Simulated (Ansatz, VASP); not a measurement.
## One calculation of Ca, two programs

INCAR

```
PREC = Accurate
ENCUT = 520
EDIFF = 1E-7
ISMEAR = 0
SIGMA = 0.15
LREAL = F
LASPH = T
NELM = 100
ALGO = Normal
ISIF = 2
LWAVE = F
LCHARG = F
GGA = PE
NBANDS = 17
```

File KPOINTS:

```
Automatic mesh
0
Gamma
  16 16 8
```

File POSCAR:

```
Ca
1.0
    1.9712759950     -3.3954901800      0.0000000000
    1.9712759950      3.3954901800      0.0000000000
    0.0000000000      0.0000000000      6.5091117400
Ca
2
Direct
    0.8355866000      0.1644134000      0.2500000000
    0.1644134000      0.8355866000      0.7500000000
```

Input for Ansatz:

```yaml
crystal:
  lattice:
    - [1.971275995, -3.39549018, 0.0]
    - [1.971275995, 3.39549018, 0.0]
    - [0.0, 0.0, 6.50911174]
  atoms:
    - { symbol: Ca, position: [0.8355866, 0.1644134, 0.25] }
    - { symbol: Ca, position: [0.1644134, 0.8355866, 0.75] }
basis:
  ecutwfc: 420
kpoints:
  mp_grid: { grid: [16, 16, 8] }
hamiltonian:
  xc: pbe
scf:
  occupations: { method: gaussian, width: 0.15 }
output:
  forces: true
  stress: true
  eigenvalues: true
```

This isn't the form of Ca at room conditions, which is fcc.

Alike in both runs: task single point; functional PBE; k mesh 16 × 16 × 8; occupations gaussian, width 0.15 eV; no spin polarisation.

|  | VASP | Ansatz |
| --- | --- | --- |
| version | VASP 6.6.1 | Ansatz 0.2.0 |
| potentials or method | VASP PAW PBE potentials, release 64 (Ca_sv) | scalar-relativistic, plane waves, PAW |
| plane-wave cutoff (eV) | 520 | 420 |
| valence electrons in the cell | 20 | 20 |

|  | VASP | Ansatz | Ansatz less VASP |
| --- | --- | --- | --- |
| gap on the k mesh at the Fermi level (eV) | none | none | - |
| pressure (GPa) | -0.4 | -0.5 | -0.01 |
| largest component of the traceless stress (GPa) | 0.17 | 0.17 | 0.000 |
| rms of the force components (eV/Å) | 0.009 | 0.009 | +0.0001 |

Atom by atom the forces differ by 0.000 eV/Å (rms over components). A gap of «none» marks a metal or a gap that the smearing closes.
